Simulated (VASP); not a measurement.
Write the native input for VASP 6.6.1 that does the following.

```
Task                   : relaxation of cell and atoms
Functional             : PBE
Dispersion             : D3(BJ)
Potentials or basis    : VASP PAW PBE potentials, release 64 (S, Ti_sv)
Cutoff                 : 600 eV
k mesh                 : 12 × 12 × 1
Occupations            : gaussian, width 0.08 eV
Spin                   : no spin polarisation
Dipole correction      : no
Further INCAR settings : ALGO = Fast; EDIFF = 1e-06; IBRION = 2; EDIFFG = -0.005; NSW = 40; ISIF = 3
```

The structure of TiS2 lies in POSCAR:

```
TiS2
1.0
    3.4000000000      0.0000000000      0.0000000000
   -1.7000000000      2.9444863700      0.0000000000
    0.0000000000      0.0000000000     18.8600000000
S Ti
2 1
Direct
    0.3333330000      0.6666670000      0.4241781500
    0.6666670000      0.3333330000      0.5758218500
    0.0000000000      0.0000000000      0.5000000000
```

The cell was built by a generator and needn't be a form met in nature.

These files were run (other wordings do the same):

INCAR

```
PREC = Accurate ; ENCUT = 600
EDIFF = 1E-6 ; ISMEAR = 0
SIGMA = 0.08 ; LREAL = False
LASPH = True ; NELM = 120
ALGO = Fast ; ISIF = 3
LWAVE = False ; LCHARG = False
GGA = PE ; IVDW = 12
IBRION = 2 ; NSW = 40
EDIFFG = -0.005 ; LATTICE_CONSTRAINTS = .TRUE. .TRUE. .FALSE.
KPAR = 4
```

KPOINTS

```
regular mesh
0
Gamma
  12 12 1
```

Potentials or basis: VASP PAW PBE potentials, release 64 (S, Ti_sv).

Launch:

```sh
$ cat potpaw_PBE.64/S/POTCAR potpaw_PBE.64/Ti_sv/POTCAR > POTCAR
$ mpirun -np 4 vasp_std > vasp.out
```

Results of the run:

The relaxed volume is 61.72 Å³/atom, the relaxed cell is a = 3.367 Å, b = 3.367 Å, c = 18.860 Å, α = 90.00°, β = 90.00°, γ = 120.00° and the space group after relaxing (to 0.05 Å) is P-3m1 (No. 164). The energy gained by relaxing is 2.2 meV/atom, the ionic steps are 6 and the largest force after relaxing is 0.004 eV/Å. The band gap on the k mesh is none (metal or under the smearing width) and the dispersion energy per atom is -0.278 eV.

Run time: 110 s on 4 MPI ranks on Intel(R) Xeon(R) 6975P-C (Granite Rapids), with other jobs on the host, peak memory 0.42 GiB a rank.
